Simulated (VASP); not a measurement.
# P (Im-3m) in VASP: notebook, part 2 of 2

VASP 6.6.1.

## 3. Single point, PBE+D3(BJ)

This run uses another cell than the first one, of 11.84 Å³/atom, 0.707 times its volume.

The input, INCAR:

```
SYSTEM = P
PREC = Accurate ; ENCUT = 520
EDIFF = 1E-6 ; ISMEAR = 0
SIGMA = 0.05 ; LREAL = .FALSE.
LASPH = .TRUE. ; NELM = 100
ALGO = Fast ; ISIF = 2
LWAVE = .FALSE. ; LCHARG = .FALSE.
GGA = PE ; IVDW = 12
NBANDS = 8
```

The input, KPOINTS:

```
Automatic mesh
0
G
  22 22 22
  0 0 0
```

The input, POSCAR:

```
P
1.0
   -1.4357872076      1.4357872076      1.4357872076
    1.4357872076     -1.4357872076      1.4357872076
    1.4357872076      1.4357872076     -1.4357872076
P
1
Direct
    0.0000000000      0.0000000000      0.0000000000
```

Potentials or basis: VASP PAW PBE potentials, release 64 (P).

Started as:

```
> cat potpaw_PBE.64/P/POTCAR > POTCAR
> mpirun -np 1 vasp_std > vasp.out
```

OUTCAR:

```text
SYSTEM = P
   PREC = Accurate
   ENCUT = 520
   EDIFF = 1E-6
   ISMEAR = 0
   LREAL = .FALSE.
   LASPH = .TRUE.
   NELM = 100
   ISIF = 2
   GGA = PE
   IVDW = 12
 IVDW          = 12

 ion  position               nearest neighbor table
   1  0.000  0.000  0.000-

  LATTYP: Found a body centered cubic cell.
 ALAT       =     2.8715744152

  Lattice vectors:

 A1 = (  -1.4357872076,   1.4357872076,   1.4357872076)
 A2 = (   1.4357872076,  -1.4357872076,   1.4357872076)
 A3 = (   1.4357872076,   1.4357872076,  -1.4357872076)

Analysis of symmetry for initial positions (statically):
=====================================================================
 Subroutine PRICEL returns:
 Original cell was already a primitive cell.

 Routine SETGRP: Setting up the symmetry group for a
 body centered cubic supercell.

 Subroutine GETGRP returns: Found 48 space group operations
 (whereof 48 operations were pure point group operations)
 out of a pool of 48 trial point group operations.

The static configuration has the point symmetry O_h .

Analysis of symmetry for dynamics (positions and initial velocities):
=====================================================================
 Subroutine PRICEL returns:
 Original cell was already a primitive cell.

 Routine SETGRP: Setting up the symmetry group for a
 body centered cubic supercell.

 Subroutine GETGRP returns: Found 48 space group operations
 (whereof 48 operations were pure point group operations)
 out of a pool of 48 trial point group operations.

The dynamic configuration has the point symmetry O_h .

 Subroutine INISYM returns: Found 48 space group operations
 (whereof 48 operations are pure point group operations),
 and found     1 'primitive' translations

----------------------------------------------------------------------------------------

                                     Primitive cell

  volume of cell :      11.8394

  direct lattice vectors                    reciprocal lattice vectors
    -1.435787208  1.435787208  1.435787208     0.000000000  0.348241019  0.348241019
     1.435787208 -1.435787208  1.435787208     0.348241019  0.000000000  0.348241019
     1.435787208  1.435787208 -1.435787208     0.348241019  0.348241019  0.000000000

  length of vectors
     2.486856392  2.486856392  2.486856392     0.492487172  0.492487172  0.492487172

  position of ions in fractional coordinates (direct lattice)
     0.000000000  0.000000000  0.000000000

  ion indices of the primitive-cell ions
   primitive index   ion index
                 1           1

----------------------------------------------------------------------------------------

 KPOINTS: Automatic mesh

Automatic generation of k-mesh.
 Grid dimensions read from file:
 generate k-points for:   22   22   22

 Generating k-lattice:

  Cartesian coordinates                     Fractional coordinates (reciprocal lattice)
     0.000000000  0.015829137  0.015829137     0.045454545  0.000000000  0.000000000
     0.015829137  0.000000000  0.015829137     0.000000000  0.045454545  0.000000000
     0.015829137  0.015829137  0.000000000     0.000000000  0.000000000  0.045454545

  Length of vectors
     0.022385781  0.022385781  0.022385781

  Shift w.r.t. Gamma in fractional coordinates (k-lattice)
     0.000000000  0.000000000  0.000000000

 Subroutine IBZKPT returns following result:
 ===========================================

 Found    328 irreducible k-points:

 Following reciprocal coordinates:
            Coordinates               Weight
  0.000000  0.000000  0.000000      1.000000
  0.045455  0.000000  0.000000     12.000000
  0.090909  0.000000  0.000000     12.000000
  0.136364  0.000000  0.000000     12.000000
  0.181818  0.000000  0.000000     12.000000
  0.227273  0.000000  0.000000     12.000000
[... 16 lines left out ...]
  0.090909  0.090909  0.000000     24.000000
  0.136364  0.090909 -0.000000     48.000000
 [... further k-points ...]
   k-points           NKPTS =    328   k-points in BZ     NKDIM =    328   number of bands    NBANDS=      8
   number of dos      NEDOS =    301   number of ions     NIONS =      1
   total plane-waves  NPLWV =   5832
   dimension x,y,z NGX =    18 NGY =   18 NGZ =   18
   dimension x,y,z NGXF=    36 NGYF=   36 NGZF=   36
   ions per type =               1
   NGX,Y,Z   is equivalent  to a cutoff of  12.03, 12.03, 12.03 a.u.
   NGXF,Y,Z  is equivalent  to a cutoff of  24.07, 24.07, 24.07 a.u.
 SYSTEM =  P
   PREC   = accura    normal or accurate (medium, high low for compatibility)
   ISTART =      0    job   : 0-new  1-cont  2-samecut
   ICHARG =      2    charge: 1-file 2-atom 10-const
   ISPIN  =      1    spin polarized calculation?
   LNONCOLLINEAR =      F non collinear calculations
   LSORBIT =      F    spin-orbit coupling
   LASPH  =      T    aspherical Exc in radial PAW
   ENCUT  =  520.0 eV  38.22 Ry    6.18 a.u.   4.62  4.62  4.62*2*pi/ulx,y,z
   NELM   =    100;   NELMIN=  2; NELMDL= -5     # of ELM steps
   EDIFF  = 0.1E-05   stopping-criterion for ELM
   LREAL  =      F    real-space projection
   EDIFFG = 0.1E-04   stopping-criterion for IOM
   NSW    =      0    number of steps for IOM
   IBRION =     -1    ionic relax: 0-MD 1-quasi-New 2-CG
   NFREE  =      0    steps in history (QN), initial steepest desc. (CG)
   ISIF   =      2    stress and relaxation
   ISYM   =      2    0-nonsym 1-usesym 2-fastsym
   POTIM  = 0.5000    time-step for ionic-motion
   TEBEG  =    0.0;   TEEND  =   0.0 temperature during run
   PSTRESS=    0.0 pullay stress
   NELECT =       5.0000    total number of electrons
   NUPDOWN=      -1.0000    fix difference up-down
   EMIN   =  10.00;   EMAX   =-10.00  energy-range for DOS
   EFERMI =   0.00;   METHOD = LEGACY
   ISMEAR =     0;   SIGMA  =   0.05  broadening in eV -4-tet -1-fermi 0-gaus
   EFERMI_NEDOS =   21; number of points for ismear=-14 and -15
   IALGO  =     68    algorithm
   IMIX   =      4    mixing-type and parameters
     AMIX     =   0.40;   BMIX     =  1.00
     AMIX_MAG =   1.60;   BMIX_MAG =  1.00
  volume/ion in A,a.u.               =      11.84        79.90
  Fermi-wavevector in a.u.,A,eV,Ry     =   1.228254  2.321063 20.525847  1.508607
  Thomas-Fermi vector in A             =   2.363186
   LORBIT       =      0    0 simple, 1 ext, 2 COOP (PROOUT), +10 PAW based schemes
   GGA     = PE    functional components
   LHFCALC =     F    Hartree Fock is set to
   AEXX    =    0.0000 exact exchange contribution
   IVDW    =    12    specifies the selected vdW correction
   LEPSILON=     F    determine dielectric tensor
   LRPA    =     F    only Hartree local field effects (RPA)
 non-spin polarized calculation
 RMM-DIIS sequential band-by-band and
 Gauss-broadening in eV      SIGMA  =   0.05
  energy-cutoff  :      520.00
  volume of cell :       11.84
 maximum number of plane-waves:       331
   NGX =  9   NGY =  9   NGZ =  9

 number of electron       5.0000000 magnetization

 Free energy of the ion-electron system (eV)
  ---------------------------------------------------
  ext. energy  EPLUGINS =         0.00000000
  ---------------------------------------------------
  free energy    TOTEN  =        -4.52231652 eV

  energy without entropy =       -4.52157585  energy(sigma->0) =       -4.52194619

 E-fermi :  12.9478     XC(G=0): -12.4000

 val. band max:       12.9414952593   @ k =  -0.4545   0.5000   0.3636
 cond. band min:      12.9559586768   @ k =   0.1364   0.1364   0.0909
 fundamental gap:      0.0144634175
 Fermi energy:        12.9478464457

 k-point     1 :       0.0000    0.0000    0.0000
  band No.  band energies     occupation
      1      -5.6660      2.00000
      2      22.0445      0.00000
      3      22.0445      0.00000
      4      22.0445      0.00000
      5      25.3664      0.00000
      6      25.3664      0.00000
      7      25.3664      0.00000
      8      29.8360      0.00000
[... 243 lines left out ...]
 k-point    24 :       0.1364    0.0909   -0.0000
  band No.  band energies     occupation
      1      -4.3133      2.00000
      2      15.9977      0.00000
      3      17.5741      0.00000
      4      19.9983      0.00000
      5      24.0563      0.00000
      6      25.6860      0.00000
      7      28.0159      0.00000
      8      29.8406      0.00000

 [... further k-points ...]

------------------------ aborting loop because EDIFF is reached ----------------------------------------

 Edisp (eV)   -0.59175

 E8    (eV) :    -0.2212

  FORCE on cell =-STRESS in cart. coord.  units (eV):
  Direction    XX          YY          ZZ          XY          YZ          ZX
  --------------------------------------------------------------------------------------
  -------------------------------------------------------------------------------------
  Total       1.25475     1.25475     1.25475     0.00000     0.00000    -0.00000
  in kB     169.80002   169.80002   169.80002     0.00000     0.00000    -0.00000
  external pressure =      169.80 kB  Pullay stress =        0.00 kB

 VOLUME and BASIS-vectors are now :
 -----------------------------------------------------------------------------
  energy-cutoff  :      520.00
  volume of cell :       11.84
      direct lattice vectors                 reciprocal lattice vectors
    -1.435787208  1.435787208  1.435787208     0.000000000  0.348241019  0.348241019
     1.435787208 -1.435787208  1.435787208     0.348241019  0.000000000  0.348241019
     1.435787208  1.435787208 -1.435787208     0.348241019  0.348241019  0.000000000

 POSITION                                       TOTAL-FORCE (eV/Angst)
 -----------------------------------------------------------------------------------
      0.00000      0.00000      0.00000         0.000000     -0.000000      0.000000
 -----------------------------------------------------------------------------------
    total drift:                                0.000000      0.000000      0.000000

  FREE ENERGIE OF THE ION-ELECTRON SYSTEM (eV)
  ---------------------------------------------------
  free  energy   TOTEN  =        -5.1140711475 eV

  energy  without entropy=       -5.1133304762  energy(sigma->0) =       -5.11370081
```

OSZICAR:

```text
N       E                     dE             d eps       ncg     rms          rms(c)
DAV:   1     0.184415029630E+00    0.18442E+00   -0.22271E+03  5584   0.463E+02
DAV:   2    -0.449966746730E+01   -0.46841E+01   -0.44410E+01  7976   0.468E+01
DAV:   3    -0.452773469201E+01   -0.28067E-01   -0.28043E-01  5760   0.410E+00
DAV:   4    -0.452775849638E+01   -0.23804E-04   -0.23805E-04  8792   0.125E-01
DAV:   5    -0.452775850039E+01   -0.40090E-08   -0.31553E-08  5816   0.878E-04    0.574E+00
RMM:   6    -0.452392682848E+01    0.38317E-02   -0.18630E-03  5250   0.277E-01    0.337E+00
RMM:   7    -0.452230065575E+01    0.16262E-02   -0.41193E-03  5506   0.423E-01    0.873E-02
RMM:   8    -0.452231494525E+01   -0.14290E-04   -0.17693E-04  5622   0.127E-01    0.223E-02
RMM:   9    -0.452231666731E+01   -0.17221E-05   -0.13543E-05  5947   0.364E-02    0.193E-02
RMM:  10    -0.452231652257E+01    0.14473E-06   -0.11022E-06  4951   0.981E-03
   1 F= -.51140711E+01 E0= -.51137008E+01  d E =-.740671E-03
```

stdout:

```text
POSCAR found type information on POSCAR P
 POSCAR found :  1 types and       1 ions
 scaLAPACK will be used
 LDA part: xc-table for (Slater+PW92), standard interpolation
 POSCAR, INCAR and KPOINTS ok, starting setup
 FFT: planning ... GRIDC
 FFT: planning ... GRID_SOFT
 FFT: planning ... GRID
 WAVECAR not read
 entering main loop
```

Run time: 7.8 s. Hardware: 1 thread of Intel Xeon 6975P-C (Granite Rapids), shared host; peak memory 0.14 GiB.

What came out:

- Free energy: -5.1141 eV
- Pressure: 17.0 GPa
- Band gap on the k mesh: none (metal or under the smearing width)
- Dispersion energy per atom: -0.592 eV

Caveat: so large a pressure means that the cell lies far from this level's equilibrium, or that cutoff or potentials fall short; pairwise dispersion overbinds metals, which lowers pressure and volume.
